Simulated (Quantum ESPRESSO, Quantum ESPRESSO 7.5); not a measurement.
# Bare Sommerfeld coefficient of LaPtGe from PBEsol and the mass enhancement implied by specific heat

## What was measured

The measured value comes from "Superconducting properties of the noncentrosymmetric superconductor LaPtGe" (2018, arXiv:1810.03271). The specific heat of an arc-melted polycrystal was plotted as $C/T$ against $T^2$, and the normal-state line above $T_c$ was extrapolated to zero temperature. The intercept is the electronic coefficient, $\gamma = 7.12 \pm 0.19$ mJ/(mol K²). What is observed is therefore a coefficient of the interacting electrons, including the mass enhancement by phonons. A band calculation gives only the bare coefficient, so the two numbers are not meant to coincide.

| compared with | measured | source's wording or label | method |
| --- | --- | --- | --- |
| γ (mJ/(mol K²)) | 7.12 ± 0.19 | 7.12 ± 0.19 mJ/(mol K2) | specific heat, C/T against T^2 fit |

Conditions are those given with the value in the passage it was taken from; "not stated" means there, and the paper may say more elsewhere.

## Approach

I want the bare $\gamma = \frac{\pi^2}{3} k_B^2 N(E_F)$ per formula unit and, from its ratio to the measured value, the enhancement $1+\lambda$. I set no target in per cent. The bare value must lie below the measured one, and for an ordinary phonon superconductor I would expect $\lambda$ of very roughly 0.4 to 0.8. A bare value above experiment would point to an error in the calculation or in the comparison.

The model is the ordered, nonmagnetic, noncentrosymmetric crystal in PBEsol, scalar-relativistic. Spin-orbit coupling splits the bands here and may shift $N(E_F)$; leaving it out is the main physical simplification. I start with the relaxed cell and the starting cell side by side, then test the numerical settings and put one other functional next to the result.

System: LaPtGe; I4_1md (No. 109), 6 atoms in the primitive cell; the database structure is a structure relaxed by earlier theory, not a measurement: a = 4.279 Å, c = 15.083 Å; structure from the Materials Project.

## 1. PBEsol, relaxed and unrelaxed

I go straight to PBEsol with cell and atoms relaxed, since it usually gives good volumes for intermetallics and the band widths depend on the volume. The starting structure was itself relaxed by earlier theory, so it has no claim to be the experimental cell. A second run on that structure as it stands shows how much the geometry matters for $N(E_F)$ and serves as the base for the later checks. I skip a coarse mesh as a first step, because a density of states at one energy is just the quantity it can get wrong. I expect a modest change between the two cells, with the smaller cell giving the lower $\gamma$.

**Run 1.** Quantum ESPRESSO 7.5: PBEsol, GBRV ultrasoft potentials, cell and atoms relaxed from the database structure, cutoff 45 Ry (density 360 Ry), 6x6x6 k mesh, Marzari-Vanderbilt smearing 0.14 eV; density of states on 12x12x12, bare value read at that mesh's own Fermi level (tetrahedra).

Key lines of the input:
```
! potential files: GBRV ultrasoft potentials, made for PBEsol
&control
  calculation = 'nscf'
/
&system
  nat = 6
  ntyp = 3
  ecutwfc = 45
  ecutrho = 360
  nbnd = 55
  occupations = 'tetrahedra_opt'
/
&electrons
  conv_thr = 1.0d-8
  electron_maxstep = 100
  mixing_beta = 0.4
/
ATOMIC_SPECIES
  La 138.905 La.upf
  Ge 72.630 Ge.upf
  Pt 195.084 Pt.upf
[... cell and positions ...]
K_POINTS automatic
  12 12 12 0 0 0
! then dos.x, deltaE = 0.005 eV within 0.3 eV of the Fermi level, bz_sum = 'tetrahedra_opt'
```

Command:
```
OMP_NUM_THREADS=1 mpirun -n 8 pw.x -nk 8 -in dos.in > dos.out
```

Selected lines of the output:
```
  14.080  0.3328E+01  0.8198E+02
  14.085  0.3349E+01  0.8200E+02
  14.090  0.3394E+01  0.8202E+02
```

Converged; 14 min on 8 cores of Arm Neoverse V2, shared host (all steps together).

**Run 2.** Quantum ESPRESSO 7.5: PBEsol, GBRV ultrasoft potentials, database structure as it is, cutoff 45 Ry (density 360 Ry), 6x6x6 k mesh, Marzari-Vanderbilt smearing 0.14 eV; density of states on 12x12x12, bare value read at that mesh's own Fermi level (tetrahedra).

Key lines of the input:
```
! potential files: GBRV ultrasoft potentials, made for PBEsol
&control
  calculation = 'nscf'
/
&system
  nat = 6
  ntyp = 3
  ecutwfc = 45
  ecutrho = 360
  nbnd = 55
  occupations = 'tetrahedra_opt'
/
&electrons
  conv_thr = 1.0d-8
  electron_maxstep = 100
  mixing_beta = 0.4
/
ATOMIC_SPECIES
  La 138.905 La.upf
  Ge 72.630 Ge.upf
  Pt 195.084 Pt.upf
[... cell and positions ...]
K_POINTS automatic
  12 12 12 0 0 0
! then dos.x, deltaE = 0.005 eV within 0.3 eV of the Fermi level, bz_sum = 'tetrahedra_opt'
```

Selected lines of the output:
```
  13.610  0.3463E+01  0.8200E+02
```

Converged; wall time 7.6 min (all steps together).

| quantity | run 1 | run 2 | measured |
| --- | --- | --- | --- |
| γ (mJ/(mol K²)) | 3.947 | 4.081 | 7.12 ± 0.19 |
| N(E_F) per formula unit (states/eV) | 1.675 | 1.732 |  |
| conventional cell volume (Å³) | 268.51 | – |  |
| a (Å) | 4.2368 | – |  |
| c (Å) | 14.959 | – |  |

Both bare values lie below the measured coefficient, as they must. For the relaxed cell the ratio of measured to bare $\gamma$ is about 1.8, so $\lambda$ is about 0.8, at the upper edge of what I had expected. The starting structure gives 1.74.

Relaxation shortens $a$ by 0.042 Å and $c$ by 0.124 Å and lowers $\gamma$ by 0.134 mJ/(mol K²). The direction is the one I expected for a smaller cell, though the atoms moved too, so I can't assign the whole change to volume. Geometry is a minor matter beside the gap to experiment.

The density of states rises through the Fermi level, by about 2 % over 10 meV in the relaxed cell. A small shift of $E_F$ therefore shows directly in $\gamma$, which makes the mesh the first thing to test.

## 2. Mesh, cutoff and a neighbouring functional

I test mesh and cutoff separately on the unrelaxed structure, so that the geometry stays fixed. Both tests go to looser settings. They show how sensitive $\gamma$ is, but they can't prove the finer setting converged; a mesh denser than that of the first two runs is not examined here. I expect the cutoff to matter little and the mesh to move $\gamma$ by a few per cent.

For scale I add LDA with its own relaxed cell. It should contract the lattice further and give a slightly lower $\gamma$, with no prospect of closing a gap that belongs mostly to the enhancement.

**Run 3.** Quantum ESPRESSO 7.5: PBEsol, GBRV ultrasoft potentials, database structure as it is, cutoff 45 Ry (density 360 Ry), 4x4x4 k mesh, Marzari-Vanderbilt smearing 0.14 eV; density of states on 8x8x8, bare value read at that mesh's own Fermi level (tetrahedra).

Key lines of the input, as changed from run 1:
```diff
  K_POINTS automatic
-   12 12 12 0 0 0
+   8 8 8 0 0 0
```

Selected lines of the output:
```
  13.601  0.3364E+01  0.8200E+02
```

Converged; wall time 3.1 min (all steps together).

**Run 4.** Quantum ESPRESSO 7.5: PBEsol, GBRV ultrasoft potentials, database structure as it is, cutoff 31 Ry (density 248 Ry), 6x6x6 k mesh, Marzari-Vanderbilt smearing 0.14 eV; density of states on 12x12x12, bare value read at that mesh's own Fermi level (tetrahedra).

Key lines of the input, as changed from run 1:
```diff
  &system
-   ecutwfc = 45
-   ecutrho = 360
+   ecutwfc = 31
+   ecutrho = 248
```

Selected lines of the output:
```
  13.610  0.3461E+01  0.8200E+02
```

Converged; wall time 3.6 min (all steps together).

**Run 5.** Quantum ESPRESSO 7.5: LDA, GBRV ultrasoft potentials, cell and atoms relaxed from the database structure, cutoff 45 Ry (density 360 Ry), 6x6x6 k mesh, Marzari-Vanderbilt smearing 0.14 eV; density of states on 12x12x12, bare value read at that mesh's own Fermi level (tetrahedra).

Key lines of the input, as changed from run 1:
```diff
- ! potential files: GBRV ultrasoft potentials, made for PBEsol
+ ! potential files: GBRV ultrasoft potentials, made for LDA
```

Selected lines of the output:
```
  14.324  0.3341E+01  0.8200E+02
```

Converged; wall time 14 min (all steps together).

| quantity | run 3 | run 4 | run 5 | measured |
| --- | --- | --- | --- | --- |
| γ (mJ/(mol K²)) | 3.965 | 4.079 | 3.938 | 7.12 ± 0.19 |
| N(E_F) per formula unit (states/eV) | 1.682 | 1.730 | 1.671 |  |
| conventional cell volume (Å³) | – | – | 262.53 |  |
| a (Å) | – | – | 4.2048 |  |
| c (Å) | – | – | 14.848 |  |

The cutoff is harmless: lowering it changes $\gamma$ by only 0.002 mJ/(mol K²). The coarser mesh, used for both the self-consistent density and the density of states, lowers it by roughly 0.12, or about 3 %. That is the sensitivity I expected, and it leaves the remaining mesh error of the finer setting open.

It also weakens my reading of the relaxation. The drop of 0.134 between the starting and the relaxed cell is hardly larger than this mesh effect, so I can't credit it to geometry with any confidence.

LDA contracts the cell by a further 5.98 Å³ relative to PBEsol, yet its $\gamma$ is lower by only 0.009. The direction is the one I expected, but a difference that small carries no weight beside the mesh sensitivity. The two functionals give the same bare coefficient for the present purpose, and both leave a measured-to-bare ratio of about 1.8. None of the changes tried here comes near the gap to the measured value.

## All runs against the measurement

| run | settings | γ (mJ/(mol K²)) | deviation | cost |
| --- | --- | --- | --- | --- |
| 1 | PBEsol, DOS 12x12x12 | 3.947 | −3.173 (−44.6 %) | 1.8 core-h |
| 2 | PBEsol, database structure as it is, cutoff 45 Ry (density 360 Ry), 6x6x6 k mesh, density of states on 12x12x12 | 4.081 | −3.039 (−42.7 %) | 61 core-min |
| 3 | PBEsol, 4x4x4 mesh, DOS 8x8x8 | 3.965 | −3.155 (−44.3 %) | 25 core-min |
| 4 | PBEsol, cutoff 31 Ry, DOS 12x12x12 | 4.079 | −3.041 (−42.7 %) | 29 core-min |
| 5 | LDA, DOS 12x12x12 | 3.938 | −3.182 (−44.7 %) | 1.9 core-h |
|  | measured | 7.12 ± 0.19 |  |  |

## Conclusion

The relaxed PBEsol calculation meets the aim: its bare $\gamma$ of 3.947 mJ/(mol K²) lies below the measured 7.12 ± 0.19, and the ratio gives $1+\lambda \approx 1.8$. It cost 1.8 core-hours. The shortfall of about 45 % should not be read as an error of that size in the band structure, because the measured coefficient contains the many-body enhancement and the computed one does not.

The resulting $\lambda$ of about 0.8 is at the upper edge of the range I had expected for an ordinary phonon superconductor. It is inferred from the gap, so it can't also serve as proof that phonons account for all of it. Any error in the bare density of states goes straight into $\lambda$, and so would any enhancement by spin or valence fluctuations.

The mesh test mattered most. The coarser mesh lowered $\gamma$ by about 3 % on the unrelaxed structure, similar to the quoted uncertainty of the measurement and far too little to explain the gap. Convergence beyond the finer mesh remains open. The effect of relaxation, also about 3 %, can't be separated safely from mesh error. The cutoff test showed almost no change, and LDA gave practically the same coefficient in a smaller cell; neither altered the picture.

Spin-orbit coupling is missing from all these values. It splits the bands and could move $N(E_F)$ either way, by an amount I have not determined. To test the phonon share of the enhancement, an electron-phonon calculation of $\lambda$ would be the natural next step.

[Logs are printed without paths, hosts, clocks, repeated set-up lines and the standing remarks that a program may print on its own settings, such as how far it seeks lower states.]

[The runs shown are a pick from a larger set of finished runs; failed, doubtful and other runs were left out of it ahead of writing. So were measured values far from every level or from commonly accepted values, and agreement can look better than it is. Lines of input and output are excerpts and may be shortened.]
